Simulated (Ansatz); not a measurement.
Structure relaxation of Sn

All numbers below come from Ansatz 0.2.0, DFT PBE, scalar-relativistic, plane waves, PAW. Cutoff 420 eV, Γ-centred k mesh, Gaussian smearing, no spin polarisation in the final step.

Sn was placed on the lonsdaleite structure type (P6_3/mmc, No. 194), at a guessed volume.

```
CELL_PARAMETERS angstrom
4.65626 0.00000 0.00000
-2.32813 4.03244 0.00000
0.00000 0.00000 7.68282
ATOMIC_POSITIONS crystal
Sn 0.33333 0.66667 0.43750
Sn 0.66667 0.33333 0.93750
Sn 0.66667 0.33333 0.56250
Sn 0.33333 0.66667 0.06250
```

Cell and atoms relax at zero pressure; the relaxation can't lower the symmetry of the start.

Energies count from the standard state of Sn at the same level.

**Question.** What does it relax into?

**Answer.** It keeps P6_3/mmc (No. 194). The result has the lonsdaleite structure. Conventional cell: a = 4.690 Å, c = 7.715 Å. Sn has 4 Sn at 2.88–2.89 Å.

```xyz
4
Lattice="4.6904 0.0000 0.0000 -2.3452 4.0620 0.0000 0.0000 0.0000 7.7146" Properties=species:S:1:pos:R:3 pbc="T T T"
Sn    0.0000    2.7080    3.3738
Sn    2.3452    1.3540    7.2311
Sn    2.3452    1.3540    4.3408
Sn    0.0000    2.7080    0.4835
```

**Question.** What are its volume, energy, density and gap?

**Answer.** The volume per atom is 36.75 Å³, the density is 5.36 g/cm³ and the energy over the standard structure is 0.02 eV/atom. The gap on the 12×12×6 mesh is 0 eV (a metal).

The final run used a 12×12×6 mesh on its 4-atom cell and 0.10 eV smearing. The k mesh leaves about 4 meV/atom of noise in metals. A structure relaxed within its symmetry needn't be a true minimum.